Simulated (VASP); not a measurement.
Here is a VASP 6.6.1 calculation.

Contents of INCAR:

```
PREC = Accurate
ENCUT = 600
EDIFF = 1E-7
ISMEAR = 0
SIGMA = 0.03
LREAL = F
LASPH = T
NELM = 80
ALGO = Normal
ISIF = 3
LWAVE = F
LCHARG = F
GGA = PE
IBRION = 2
NSW = 90
EDIFFG = -0.005
KPAR = 2
```

File KPOINTS:

```
Automatic mesh
0
Gamma
  12 12 3
```

File POSCAR:

```
SiC                                     
1.0
    3.0933125027      0.0000000000      0.0000000000
   -1.5466562463      2.6788872110      0.0000000000
    0.0000000000      0.0000000000     10.1263362769
  Si              C             
     4     4
Direct
     0.6666666699999979    0.3333333300000021    0.9378301239298767
     0.3333333300000021    0.6666666699999979    0.4378301239298767
     0.0000000000000000    0.0000000000000000    0.6878988003605770
     0.0000000000000000    0.0000000000000000    0.1878988003605770
     0.6666666699999979    0.3333333300000021    0.7498156860743713
     0.3333333300000021    0.6666666699999979    0.2498156860743714
     0.0000000000000000    1.0000000000000000    0.5004543896351821
     0.0000000000000000    0.0000000000000000    0.0004543896351821
```

Potentials or basis: VASP PAW PBE potentials, release 64 (Si, C).

Run with:

```bash
$ cat potpaw_PBE.64/Si/POTCAR potpaw_PBE.64/C/POTCAR > POTCAR
$ mpirun -np 2 vasp_std > vasp.out
```

Problem. What does it give for the band gap on the k mesh?

Solution. 2.22 eV, indirect (least direct gap 3.34 eV).

Final structure:
```
CELL_PARAMETERS angstrom
3.09319 0.00000 0.00000
-1.54660 2.67878 0.00000
0.00000 0.00000 10.12658
ATOMIC_POSITIONS crystal
Si 0.66667 0.33333 0.93785
Si 0.33333 0.66667 0.43785
Si 0.00000 0.00000 0.68790
Si 0.00000 0.00000 0.18790
C 0.66667 0.33333 0.74981
C 0.33333 0.66667 0.24981
C 0.00000 0.00000 0.50045
C 0.00000 0.00000 0.00045
```

Caveat: an odd mesh through Γ misses points on the zone boundary, where band edges often lie.
